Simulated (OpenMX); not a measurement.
B:

```
B
1.0
     1.88524    0.00000    0.00000
     0.00000    1.88524    0.00000
     0.00000    0.00000    1.88524
B
1
Cartesian
  0.9426 0.9426 0.9426
```

The cell was built by a generator and needn't be a form met in nature.

Base run:

```yaml
Program: OpenMX 3.8.5
Functional: PBE
Dispersion: D4
Potentials_or_basis: OpenMX 2013 PBE set, B7.0-s2p2d1, grid cutoff 300 Ry
k_mesh: 11 × 11 × 11
Occupations: fermi-dirac, width 0.05 eV
Spin: no spin polarisation
```

Its results: band gap on the k mesh none (metal or under the smearing width); pressure -5.4 GPa.

**Question.** After a change of settings the same cell gave: band gap on the k mesh none (metal or under the smearing width); pressure -0.1 GPa. Which change was it?
A. dispersion from D4 to D3(BJ)
B. dispersion from D4 to D3
C. dispersion from D4 to none

**Answer.** C.

Dispersion adds attraction, which lowers the pressure at fixed volume and, as a term added to the energy, leaves the levels alone.

Caveats: the basis of atomic orbitals isn't converged, which shifts pressures, moduli and gaps; pairwise dispersion overbinds metals, which lowers pressure and volume (some runs).
